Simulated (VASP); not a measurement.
# BN (P6_3/mmc) in VASP: notebook, part 2 of 2

VASP 6.6.1. Earlier steps stand in the parts before.

### 3 Band structure, r2SCAN

Contents of INCAR:

```
SYSTEM = BN
ALGO = Normal ; EDIFF = 1E-6
ENCUT = 520 ; ISIF = 2
ISMEAR = 0 ; LASPH = .True.
LCHARG = .False. ; LMIXTAU = .True.
LREAL = .False. ; LWAVE = .False.
METAGGA = R2SCAN ; NBANDS = 16
NELM = 60 ; PREC = Accurate
SIGMA = 0.02
```

Contents of KPOINTS:

```
k-points
0
Gamma
  12 12 4
  0 0 0
```

Contents of POSCAR:

```
BN
1.0
    2.4982400000      0.0000000000      0.0000000000
   -1.2491200000      2.1635393048      0.0000000000
    0.0000000000      0.0000000000      6.6357000000
N B
2 2
Direct
    0.6666666667      0.3333333333      0.2500000000
    0.3333333333      0.6666666667      0.7500000000
    0.6666666667      0.3333333333      0.7500000000
    0.3333333333      0.6666666667      0.2500000000
```

Contents of KPOINTS_OPT:

```
path GMKGALHA,LM,KH
15
line-mode
reciprocal
 0.0000000000  0.0000000000  0.0000000000  G
 0.5000000000  0.0000000000  0.0000000000  M

 0.5000000000  0.0000000000  0.0000000000  M
 0.3333333333  0.3333333333  0.0000000000  K

 0.3333333333  0.3333333333  0.0000000000  K
 0.0000000000  0.0000000000  0.0000000000  G

 0.0000000000  0.0000000000  0.0000000000  G
 0.0000000000  0.0000000000  0.5000000000  A

 0.0000000000  0.0000000000  0.5000000000  A
 0.5000000000  0.0000000000  0.5000000000  L

 0.5000000000  0.0000000000  0.5000000000  L
 0.3333333333  0.3333333333  0.5000000000  H

 0.3333333333  0.3333333333  0.5000000000  H
 0.0000000000  0.0000000000  0.5000000000  A

 0.5000000000  0.0000000000  0.5000000000  L
 0.5000000000  0.0000000000  0.0000000000  M

 0.3333333333  0.3333333333  0.0000000000  K
 0.3333333333  0.3333333333  0.5000000000  H
```

Potentials or basis: VASP PAW PBE potentials, release 64 (N, B).

The run is started by

```bash
$ cat potpaw_PBE.64/N/POTCAR potpaw_PBE.64/B/POTCAR > POTCAR
$ mpirun -np 1 vasp_std > vasp.out
```

OUTCAR:

```text
SYSTEM = BN
   EDIFF = 1E-6
   ENCUT = 520
   ISIF = 2
   ISMEAR = 0
   LASPH = .True.
   LREAL = .False.
   METAGGA = R2SCAN
   NELM = 60
   PREC = Accurate

 ion  position               nearest neighbor table
   1  0.667  0.333  0.250-   4 1.44   4 1.44   4 1.44
   2  0.333  0.667  0.750-   3 1.44   3 1.44   3 1.44
   3  0.667  0.333  0.750-   2 1.44   2 1.44   2 1.44
   4  0.333  0.667  0.250-   1 1.44   1 1.44   1 1.44

  LATTYP: Found a hexagonal cell.
 ALAT       =     2.4982400000
 C/A-ratio  =     2.6561499296

  Lattice vectors:

 A1 = (   2.4982400000,   0.0000000000,   0.0000000000)
 A2 = (  -1.2491200000,   2.1635393048,   0.0000000000)
 A3 = (   0.0000000000,   0.0000000000,   6.6357000000)

Analysis of symmetry for initial positions (statically):
=====================================================================
 Subroutine PRICEL returns:
 Original cell was already a primitive cell.

 Routine SETGRP: Setting up the symmetry group for a
 hexagonal supercell.

 Subroutine GETGRP returns: Found 24 space group operations
 (whereof 12 operations were pure point group operations)
 out of a pool of 24 trial point group operations.
[... 175 lines left out ...]
 fundamental gap:      4.8861681133
 Fermi energy:         2.1387945862

 k-point     1 :       0.0000    0.0000    0.0000
  band No.  band energies     occupation
      1     -16.7874      2.00000
      2     -16.4956      2.00000
      3      -4.3630      2.00000
      4      -2.1717      2.00000
      5       0.7027      2.00000
      6       0.7027      2.00000
[... 433 lines left out ...]
      3      -5.1439      2.00000
      4      -5.0843      2.00000
      5      -1.6586      2.00000
      6      -1.6131      2.00000
[... 8 lines left out ...]
     15      19.9539      0.00000
     16      21.8985      0.00000

 [... further k-points ...]

------------------------ aborting loop because EDIFF is reached ----------------------------------------

  FORCE on cell =-STRESS in cart. coord.  units (eV):
  Direction    XX          YY          ZZ          XY          YZ          ZX
  --------------------------------------------------------------------------------------
  -------------------------------------------------------------------------------------
  Total        0.4357854      0.4357854      0.1554229      0.0000000     -0.0000000      0.0000000
  in kB       19.4669355     19.4669355      6.9428818      0.0000000     -0.0000000      0.0000000
  external PRESSURE =      15.2922509 kB  Pullay stress =       0.0000000 kB

 VOLUME and BASIS-vectors are now :
 -----------------------------------------------------------------------------
  energy-cutoff  :      520.00
  volume of cell :       35.87
      direct lattice vectors                 reciprocal lattice vectors
     2.498240000  0.000000000  0.000000000     0.400281798  0.231102804  0.000000000
    -1.249120000  2.163539305  0.000000000     0.000000000  0.462205608  0.000000000
     0.000000000  0.000000000  6.635700000     0.000000000  0.000000000  0.150700002

 POSITION                                       TOTAL-FORCE (eV/Angst)
 -----------------------------------------------------------------------------------
      1.24912      0.72118      1.65892         0.000000     -0.000000      0.000000
     -0.00000      1.44236      4.97677        -0.000000      0.000000      0.000000
      1.24912      0.72118      4.97677        -0.000000     -0.000000      0.000000
     -0.00000      1.44236      1.65892         0.000000      0.000000      0.000000
 -----------------------------------------------------------------------------------
    total drift:                                0.000000     -0.000000      0.000000

  FREE ENERGIE OF THE ION-ELECTRON SYSTEM (eV)
  ---------------------------------------------------
  free  energy   TOTEN  =       -38.5915857561 eV

  energy  without entropy=      -38.5915857561  energy(sigma->0) =      -38.59158576
```

OSZICAR:

```text
N       E                     dE             d eps       ncg     rms          rms(c)
DAV:   1     0.447601710285E+02    0.44760E+02   -0.82816E+03  1824   0.953E+02
DAV:   2    -0.433083332727E+02   -0.88069E+02   -0.79441E+02  2608   0.228E+02
DAV:   3    -0.466772659682E+02   -0.33689E+01   -0.33553E+01  2400   0.441E+01
[... 33 lines left out ...]
DAV:   7    -0.485219257289E+04   -0.16177E-05     1960
DAV:   8    -0.485219257298E+04   -0.84524E-07     1592
       N       E                     dE             ncg
DAV:   1     0.235485298937E+05   -0.17719E+05      672
DAV:   2     0.219449029517E+05   -0.16036E+04      856
DAV:   3     0.218935173402E+05   -0.51386E+02      864
DAV:   4     0.218932425924E+05   -0.27475E+00      880
DAV:   5     0.218932406442E+05   -0.19482E-02      912
DAV:   6     0.218932406262E+05   -0.18037E-04      888
DAV:   7     0.218932406260E+05   -0.17660E-06      728
```

It took 2.6 min on 1 thread of Intel Xeon 6975P-C (Granite Rapids), shared host; peak memory 0.18 GiB.

What came out:

* Free energy: -38.5916 eV
* Pressure: 1.5 GPa
* Band gap on the k mesh: 4.89 eV, indirect (least direct gap 5.32 eV)
* Band gap along the path: 4.84 eV, indirect (least direct gap 5.32 eV)

Stress tensor (GPa, compression positive):
```
1.95 0.00 0.00
0.00 1.95 0.00
0.00 0.00 0.69
```

Levels at the corners of the path, in eV from the valence-band top:
```tsv
point	band 5	band 6	band 7	band 8	band 9	band 10	band 11	band 12
Γ	-1.39	-1.39	-1.35	-1.35	5.60	11.07	12.31	12.31
M	-4.34	-4.28	-1.50	-0.48	4.84	6.31	10.23	10.70
M	-4.34	-4.28	-1.50	-0.48	4.84	6.31	10.23	10.70
K	-7.51	-7.51	-0.12	-0.12	5.56	5.56	11.20	14.07
K	-7.51	-7.51	-0.12	-0.12	5.56	5.56	11.20	14.07
Γ	-1.39	-1.39	-1.35	-1.35	5.60	11.07	12.31	12.31
Γ	-1.39	-1.39	-1.35	-1.35	5.60	11.07	12.31	12.31
A	-1.37	-1.37	-1.37	-1.37	8.11	8.11	12.38	12.38
A	-1.37	-1.37	-1.37	-1.37	8.11	8.11	12.38	12.38
L	-4.31	-4.31	-0.97	-0.97	5.32	5.32	10.67	10.67
L	-4.31	-4.31	-0.97	-0.97	5.32	5.32	10.67	10.67
H	-7.52	-7.52	-0.05	-0.05	5.33	5.33	12.49	12.49
H	-7.52	-7.52	-0.05	-0.05	5.33	5.33	12.49	12.49
A	-1.37	-1.37	-1.37	-1.37	8.11	8.11	12.38	12.38
L	-4.31	-4.31	-0.97	-0.97	5.32	5.32	10.67	10.67
M	-4.34	-4.28	-1.50	-0.48	4.84	6.31	10.23	10.70
K	-7.51	-7.51	-0.12	-0.12	5.56	5.56	11.20	14.07
H	-7.52	-7.52	-0.05	-0.05	5.33	5.33	12.49	12.49
```

Caveat: the PAW data sets were made with another functional, which shifts forces and pressure a little. r2SCAN opens gaps a little over a GGA but as a rule still falls short of measured ones.

### 4 G0W0 quasiparticle levels, PBE

POSCAR is that of step 3.

Contents of INCAR.step1:

```
SYSTEM = BN
ALGO     = Normal         ! electronic algorithm
EDIFF    = 1E-8           ! SCF threshold, eV
ENCUT    = 450            ! plane-wave cutoff, eV
GGA      = PE             ! functional
ISMEAR   = 0              ! smearing method
LASPH    = .True.         ! aspherical terms in the spheres
LCHARG   = .False.        ! write CHGCAR
LREAL    = .False.        ! projectors in reciprocal space
LWAVE    = .True.         ! write WAVECAR
NELM     = 100            ! most SCF steps
PREC     = Accurate       ! precision mode
SIGMA    = 0.01           ! smearing width, eV
```

Contents of INCAR.step2:

```
SYSTEM = BN
ALGO     = Exact          ! electronic algorithm
EDIFF    = 1E-8           ! SCF threshold, eV
ENCUT    = 450            ! plane-wave cutoff, eV
GGA      = PE             ! functional
ISMEAR   = 0              ! smearing method
ISTART   = 1            
LASPH    = .True.         ! aspherical terms in the spheres
LCHARG   = .False.        ! write CHGCAR
LOPTICS  = .True.         ! frequency-dependent dielectric function
LREAL    = .False.        ! projectors in reciprocal space
LWAVE    = .True.         ! write WAVECAR
NBANDS   = 115            ! bands
NELM     = 1              ! most SCF steps
PREC     = Accurate       ! precision mode
SIGMA    = 0.01           ! smearing width, eV
```

Contents of INCAR.step3:

```
SYSTEM = BN
ALGO     = EVGW0          ! electronic algorithm
EDIFF    = 1E-8           ! SCF threshold, eV
ENCUT    = 450            ! plane-wave cutoff, eV
ENCUTGW  = 120            ! cutoff of the response function
GGA      = PE             ! functional
ISMEAR   = 0              ! smearing method
ISTART   = 1            
LASPH    = .True.         ! aspherical terms in the spheres
LCHARG   = .False.        ! write CHGCAR
LREAL    = .False.        ! projectors in reciprocal space
LWAVE    = .False.        ! write WAVECAR
NBANDS   = 115            ! bands
NBANDSGW = 16           
NELMGW   = 1            
NOMEGA   = 50             ! frequency points
PREC     = Accurate       ! precision mode
PRECFOCK = Fast         
SIGMA    = 0.01           ! smearing width, eV
```

Contents of KPOINTS:

```
k-points
0
Gamma
  8 8 4
  0 0 0
```

Potentials or basis: VASP PAW PBE potentials, release 64 (N_GW, B_GW).

The run is started by

```bash
$ cat potpaw_PBE.64/N_GW/POTCAR potpaw_PBE.64/B_GW/POTCAR > POTCAR
$ cp INCAR.step1 INCAR
$ mpirun -np 1 vasp_std > vasp.out
$ cp INCAR.step2 INCAR
$ mpirun -np 1 vasp_std > vasp.out
$ cp INCAR.step3 INCAR
$ mpirun -np 1 vasp_std > vasp.out
```

OUTCAR:

```text
SYSTEM = BN
   EDIFF = 1E-8
   ENCUT = 450
   ENCUTGW = 120
   GGA = PE
   ISMEAR = 0
   ISTART = 1
   LASPH = .True.
   LREAL = .False.
   NELMGW = 1
   PREC = Accurate
   PRECFOCK = Fast

 ion  position               nearest neighbor table
   1  0.667  0.333  0.250-   4 1.44   4 1.44   4 1.44
   2  0.333  0.667  0.750-   3 1.44   3 1.44   3 1.44
   3  0.667  0.333  0.750-   2 1.44   2 1.44   2 1.44
   4  0.333  0.667  0.250-   1 1.44   1 1.44   1 1.44

  LATTYP: Found a hexagonal cell.
 ALAT       =     2.4982400000
 C/A-ratio  =     2.6561499296

  Lattice vectors:

 A1 = (   2.4982400000,   0.0000000000,   0.0000000000)
 A2 = (  -1.2491200000,   2.1635393048,   0.0000000000)
 A3 = (   0.0000000000,   0.0000000000,   6.6357000000)

Analysis of symmetry for initial positions (statically):
=====================================================================
 Subroutine PRICEL returns:
 Original cell was already a primitive cell.

 Routine SETGRP: Setting up the symmetry group for a
 hexagonal supercell.

[... 150 lines left out ...]
   LHFCALC =     T    Hartree Fock is set to
   PRECFOCK=fast      Normal, Fast or Accurate (Low or Medium for compatibility)
   ENCUT4O =  -1.0   cutoff for four orbital integrals eV
   NKREDX  =     1    reduce k-point grid by
   NKREDY  =     1    reduce k-point grid by
   NKREDZ  =     1    reduce k-point grid by
   AEXX    =    1.0000 exact exchange contribution
   HFSCREEN=    0.0000 screening length (either q_TF or 0.3 A-1)
   HFSCREENC=   0.0000 screening length for correlation (either q_TF or 0.3 A-1)
   ENCUTFOCK=  -1.0 apply spherical cutoff to Coloumb kernel
   IVDW    =     0    specifies the selected vdW correction
   LEPSILON=     F    determine dielectric tensor
   LRPA    =     F    only Hartree local field effects (RPA)
   LRPAFORCE           =     F    calculate RPA forces
   ENCUTGW             = 120.0    cutoff for response function in eV
   ENCUTGWSOFT         =  96.0    soft cutoff for Coulomb kernel in GW response function in eV
   ENCUTLF             =  -1.0    cutoff for local field effects
   NELMGW              =     1    number of iterations in solving QP/BSE equation
   NELMHF              =     1    number of iterations in the inner HF iteration
   NKREDLFX            =     1    NKREDLFY  =   1   NKREDLFZ  =   1
 non-spin polarized calculation
 Gauss-broadening in eV      SIGMA  =   0.01
  energy-cutoff  :      450.00
  volume of cell :       35.87
 maximum number of plane-waves:       821
 NGX is ok and might be reduce to    18
  NGX = 10; NGY = 10; NGZ = 28
   NGX =  9   NGY =  9   NGZ = 23
 maximum number of plane-waves:       114
 NGX is ok and might be reduce to    10

 QP shifts <psi_nk| G(iteration)W_0 |psi_nk>: iteration 1
 for sc-GW calculations column KS-energies equals QP-energies in previous step
 and V_xc(KS)=  KS-energies - (<T + V_ion + V_H > + <T+V_H+V_ion>^1  + <V_x>^1)

 k-point   1 :       0.0000    0.0000    0.0000
  band No.  KS-energies  QP-energies   sigma(KS)   V_xc(KS)     V^pw_x(r,r')   Z            occupation Imag(sigma)

      1     -15.4992     -17.2710     -18.4252     -15.9581     -26.6438       0.7182       2.0000       1.2943
      2     -15.2039     -16.9466     -18.7192     -16.2916     -26.9030       0.7179       2.0000       1.2287
      3      -3.9020      -5.2203     -14.1743     -12.3596     -18.2660       0.7264       2.0000       0.3586
      4      -1.7751      -2.9020     -15.9284     -14.4177     -19.5143       0.7460       2.0000       0.1998
      5       1.0232       0.0907     -19.3516     -18.1788     -22.6284       0.7951       2.0000       0.1038
      6       1.0232       0.0907     -19.3516     -18.1788     -22.6284       0.7951       2.0000       0.1038
[... 456 lines left out ...]
      3      -5.3187      -6.7304     -17.8499     -15.9373     -22.6044       0.7381       2.0000       0.2781
      4      -5.3187      -6.7304     -17.8499     -15.9373     -22.6044       0.7381       2.0000       0.2781
      5      -1.4571      -2.5808     -18.7566     -17.3127     -22.5528       0.7782       2.0000       0.1359
      6      -1.4571      -2.5808     -18.7566     -17.3127     -22.5528       0.7782       2.0000       0.1359
[... 8 lines left out ...]
     15      20.1126      21.0295      -9.3059     -10.4536      -3.6230       0.7989       0.0000      -0.4972
     16      20.1126      21.0295      -9.3059     -10.4536      -3.6230       0.7989       0.0000      -0.4972

 [... further k-points ...]
```

OUTCAR.step2:

```text
SYSTEM = BN
   EDIFF = 1E-8
   ENCUT = 450
   GGA = PE
[... 1122 lines left out ...]
  --------------------------------------------------------------------------------------------------------------
     0.00000     4.81881     4.81881     3.00936    -0.00000    -0.00000    -0.00000
     1.57044     5.01786     5.01786     3.06024    -0.00000    -0.00000    -0.00000
     3.14088     5.88868     5.88868     3.25988     0.00000    -0.00000     0.00000
     4.71132    10.95663    10.95663     3.96947     0.00000     0.00000     0.00000
     6.28177     3.27760     3.27760     3.15627    -0.00000     0.00000    -0.00000
     7.85221     0.73913     0.73913     3.74494     0.00000     0.00000     0.00000
[... 92 lines left out ...]
   153.90328     0.97361     0.97361     0.97342     0.00000    -0.00000     0.00000
   155.47372     0.97419     0.97419     0.97401     0.00000    -0.00000     0.00000
```

Wall time 8.2 min (1 thread of AMD EPYC 9R45 (Zen 5), shared host); peak memory 0.74 GiB.

What came out:

- Band gap on the k mesh, mean-field level: 4.28 eV, indirect (least direct gap 4.70 eV)
- Quasiparticle gap: 5.75 eV
- Least direct quasiparticle gap: 6.26 eV

Caveat: the cutoff is under 1.25 times the usual one of these potentials, so pressure, stress and relaxed cells hold a basis-set (Pulay) error; bands, screening cutoff and mesh are small and nothing is extrapolated, so the quasiparticle values aren't converged; this functional lacks dispersion, which binds the layers, so the pressure and a relaxed spacing across them are unreliable. A k mesh can miss the band edges.

### 5 Overview

```csv
task,level,potentials or basis,k mesh,cutoff (eV),smearing,GW scheme,GW iterations,cutoff of the response function,frequency points,empty bands,gap on the mesh (eV)
dielectric tensor,PBE,"VASP PAW PBE potentials, release 64 (N, B)",12 × 12 × 4,520,gaussian 0.02 eV,-,-,-,-,-,4.29
band structure,r2SCAN,"VASP PAW PBE potentials, release 64 (N, B)",12 × 12 × 4,520,gaussian 0.02 eV,-,-,-,-,-,4.89
G0W0 quasiparticle levels,PBE,"VASP PAW PBE potentials, release 64 (N_GW, B_GW)",8 × 8 × 4,450,gaussian 0.01 eV,G0W0,1,120,50,107,-
```

Alike in all rows: no spin polarisation; cell as given.

Caveats: this functional lacks dispersion, which binds the layers, so the pressure and a relaxed spacing across them are unreliable (some runs); the PAW data sets were made with another functional, which shifts forces and pressure a little (some runs); the cutoff is under 1.25 times the usual one of these potentials, so pressure, stress and relaxed cells hold a basis-set (Pulay) error (some runs); bands, screening cutoff and mesh are small and nothing is extrapolated, so the quasiparticle values aren't converged (some runs).

Absolute energies hang on the potentials; compare differences alone.
